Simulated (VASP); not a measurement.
HC60N3 (a cell with a defect): single point with PBE

The system is HC60N3 (a cell with a defect).

```xyz
64
Lattice="7.1400 0.0000 0.0000 0.0000 7.1400 0.0000 0.0000 0.0000 7.1400" Properties=species:S:1:pos:R:3 pbc="T T T"
H     3.8895    3.8895    3.8895
C     4.5350    4.5350    4.5350
C     3.5806    5.3600    5.3600
C     5.3600    3.5806    5.3600
C     5.3600    5.3600    3.5806
C     3.5349    1.7886    5.3511
C     3.5349    5.3511    1.7886
C     1.7886    3.5349    5.3511
C     5.3511    3.5349    1.7886
C     1.7886    5.3511    3.5349
C     5.3511    1.7886    3.5349
C     4.4523    2.6844    6.2362
C     4.4523    6.2362    2.6844
C     2.6844    4.4523    6.2362
C     6.2362    4.4523    2.6844
C     2.6844    6.2362    4.4523
C     6.2362    2.6844    4.4523
C     3.6063    1.7924    1.7924
C     1.7924    3.6063    1.7924
C     1.7924    1.7924    3.6063
C     0.9096    4.4463    4.4463
C     4.4463    0.9096    4.4463
C     4.4463    4.4463    0.9096
C     7.1397    3.5697    3.5697
C     3.5697    7.1397    3.5697
C     3.5697    3.5697    7.1397
C     0.9126    2.6940    2.6940
C     2.6940    0.9126    2.6940
C     2.6940    2.6940    0.9126
C     4.4549    6.2537    6.2537
C     6.2537    4.4549    6.2537
C     6.2537    6.2537    4.4549
C     0.0080    5.3509    5.3509
C     5.3509    0.0080    5.3509
C     5.3509    5.3509    0.0080
C     0.8835    2.6778    6.2556
C     0.8835    6.2556    2.6778
C     2.6778    0.8835    6.2556
C     6.2556    0.8835    2.6778
C     2.6778    6.2556    0.8835
C     6.2556    2.6778    0.8835
C     7.1311    1.7816    5.3503
C     7.1311    5.3503    1.7816
C     1.7816    7.1311    5.3503
C     5.3503    7.1311    1.7816
C     1.7816    5.3503    7.1311
C     5.3503    1.7816    7.1311
C     0.8838    0.8838    4.4603
C     0.8838    4.4603    0.8838
C     4.4603    0.8838    0.8838
C     0.0124    1.7876    1.7876
C     1.7876    0.0124    1.7876
C     1.7876    1.7876    0.0124
C     0.8921    6.2432    6.2432
C     6.2432    0.8921    6.2432
C     6.2432    6.2432    0.8921
C     7.1398    7.1398    3.5693
C     7.1398    3.5693    7.1398
C     3.5693    7.1398    7.1398
C     0.8954    0.8954    0.8954
C     7.1385    7.1385    7.1385
N     4.5350    2.6047    2.6047
N     2.6047    4.5350    2.6047
N     2.6047    2.6047    4.5350
```

The cell was built by a generator and needn't be a form met in nature.

| Property | Result |
| --- | --- |
| Program | VASP 6.6.1 |
| Task | single point |
| Functional | PBE |
| Potentials or basis | VASP PAW PBE potentials, release 64 (H, C, N) |
| Cutoff | 520 eV |
| k mesh | 2 × 2 × 2 |
| Occupations | gaussian, width 0.03 eV |
| Spin | no spin polarisation |

| Quantity | Value |
| --- | --- |
| Pressure | 1.1 GPa |
| Largest force | 2.276 eV/Å |
| Band gap on the k mesh | 3.70 eV, indirect (least direct gap 3.76 eV) |

Forces in eV/Å, atoms in the order of the input:
```
H    0.607  0.607  0.607
C   -1.314 -1.314 -1.314
C    0.086  0.224  0.224
C    0.224  0.086  0.224
C    0.224  0.224  0.086
C    0.000  0.002 -0.001
C    0.000 -0.001  0.002
C    0.002  0.000 -0.001
C   -0.001  0.000  0.002
C    0.002 -0.001  0.000
C   -0.001  0.002  0.000
C   -0.027  0.022 -0.022
C   -0.027 -0.022  0.022
C    0.022 -0.027 -0.022
C   -0.022 -0.027  0.022
C    0.022 -0.022 -0.027
C   -0.022  0.022 -0.027
C   -0.001 -0.003 -0.003
C   -0.003 -0.001 -0.003
C   -0.003 -0.003 -0.001
C    0.002  0.001  0.001
C    0.001  0.002  0.001
C    0.001  0.001  0.002
C    0.002 -0.003 -0.003
C   -0.003  0.002 -0.003
C   -0.003 -0.003  0.002
C    0.001 -0.001 -0.001
C   -0.001  0.001 -0.001
C   -0.001 -0.001  0.001
C   -0.078  0.105  0.105
C    0.105 -0.078  0.105
C    0.105  0.105 -0.078
C   -0.005 -0.005 -0.005
C   -0.005 -0.005 -0.005
C   -0.005 -0.005 -0.005
C   -0.002  0.003  0.001
C   -0.002  0.001  0.003
C    0.003 -0.002  0.001
C    0.001 -0.002  0.003
C    0.003  0.001 -0.002
C    0.001  0.003 -0.002
C   -0.005  0.005  0.006
C   -0.005  0.006  0.005
C    0.005 -0.005  0.006
C    0.006 -0.005  0.005
C    0.005  0.006 -0.005
C    0.006  0.005 -0.005
C    0.005  0.005 -0.013
C    0.005 -0.013  0.005
C   -0.013  0.005  0.005
C   -0.002 -0.003 -0.003
C   -0.003 -0.002 -0.003
C   -0.003 -0.003 -0.002
C   -0.003  0.000  0.000
C    0.000 -0.003  0.000
C    0.000  0.000 -0.003
C    0.016  0.016  0.023
C    0.016  0.023  0.016
C    0.023  0.016  0.016
C   -0.002 -0.002 -0.002
C    0.003  0.003  0.003
N   -0.008  0.034  0.034
N    0.034 -0.008  0.034
N    0.034  0.034 -0.008
```

Stress tensor (GPa, compression positive):
```
 1.06 -0.79 -0.79
-0.79  1.06 -0.79
-0.79 -0.79  1.06
```

Levels at points of the mesh, in eV from the valence-band top:
```tsv
k point	band 126	band 127	band 128	band 129	band 130	band 131
(0.00, 0.00, 0.00)	-0.24	0.00	0.00	3.76	3.92	3.92
(0.50, 0.00, 0.00)	-0.97	-0.65	-0.55	3.70	3.82	4.67
(0.50, 0.50, 0.00)	-1.20	-0.41	-0.29	5.03	5.06	5.27
(0.50, 0.50, 0.50)	-0.71	-0.41	-0.41	4.94	4.94	5.12
```

Wall time 6.3 min on 1 thread of Intel(R) Xeon(R) 6975P-C (Granite Rapids), on a shared host, peak memory 0.47 GiB.

Caveat: the k mesh is coarse (spacing up to 0.44 Å⁻¹), so the values aren't converged. A hybrid or GW would open this gap; PBE tends to underestimate it.
